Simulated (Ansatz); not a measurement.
Crystal: W.

```
W
1.0
     0.00000    2.03000    2.03000
     2.03000    0.00000    2.03000
     2.03000    2.03000    0.00000
W
1
Direct
  0.00000 0.00000 0.00000
```

This isn't the form of W at room conditions, which is bcc.

Base run:

| Item | Value |
| --- | --- |
| Program | Ansatz 0.2.0 |
| Functional | PBEsol |
| Potentials or basis | all-electron PAW datasets made for the crystal |
| Cutoff | 300 eV (chosen from the basis error) |
| k mesh | 11 × 11 × 11 |
| Occupations | fermi-dirac, width 0.05 eV |
| Spin | no spin polarisation |

Its results: pressure -12.6 GPa.

The run is repeated on the same cell with these changes: potentials or basis from all-electron PAW datasets made for the crystal to all-electron LAPW, non-relativistic; cutoff from 300 eV (chosen from the basis error) to 249 eV (chosen from the basis error). What comes out?

Pressure 0.5 GPa.

Caveats: relativity is left out, which matters for the heavier elements (some runs).

The runs don't all hold the same shells in valence.
